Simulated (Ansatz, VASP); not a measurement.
**Zr in VASP and in Ansatz**

File INCAR:

```
SYSTEM = Zr
  ALGO = Normal
  EDIFF = 1E-6
  ENCUT = 520
  GGA = PE
  ISIF = 2
  ISMEAR = -1
  LASPH = .TRUE.
  LCHARG = .FALSE.
  LREAL = .FALSE.
  LWAVE = .FALSE.
  NBANDS = 12
  NELM = 60
  PREC = Accurate
  SIGMA = 0.05
```

File KPOINTS:

```
k-points
0
G
  13 13 13
  0 0 0
```

File POSCAR:

```
Zr
1.0
    0.0000000000      2.2699342101      2.2699342101
    2.2699342101      0.0000000000      2.2699342101
    2.2699342101      2.2699342101      0.0000000000
Zr
1
Direct
    0.0000000000      0.0000000000      0.0000000000
```

Input for Ansatz:

```yaml
crystal:
  lattice:
    - [0.0, 2.2699342101, 2.2699342101]
    - [2.2699342101, 0.0, 2.2699342101]
    - [2.2699342101, 2.2699342101, 0.0]
  atoms:
    - { symbol: Zr, position: [0.0, 0.0, 0.0] }
kpoints:
  mp_grid: { grid: [13, 13, 13] }
scf:
  occupations: { method: fermi_dirac, width: 0.05 }
hamiltonian:
  xc: pbe
  pseudopotentials: { kind: all_electron, lapw: { basis_error: 0.0005 } }
output:
  forces: true
  stress: true
  eigenvalues: true
```

Change from the starting cell: volume scaled by 1.02.

Alike in both runs: task single point; functional PBE; k mesh 13 × 13 × 13; occupations fermi-dirac, width 0.05 eV; no spin polarisation.

|  | VASP | Ansatz |
| --- | --- | --- |
| version | VASP 6.6.1 | Ansatz 0.2.0 |
| potentials or method | VASP PAW PBE potentials, release 64 (Zr_sv) | all-electron LAPW, scalar-relativistic |
| plane-wave cutoff (eV) | 520 | see its input |

```tsv
	VASP	Ansatz	Ansatz less VASP
pressure (GPa)	-0.6	-0.6	0.00
```

Ansatz ran all-electron here, so the differences hold the error of VASP's frozen core and of both bases.
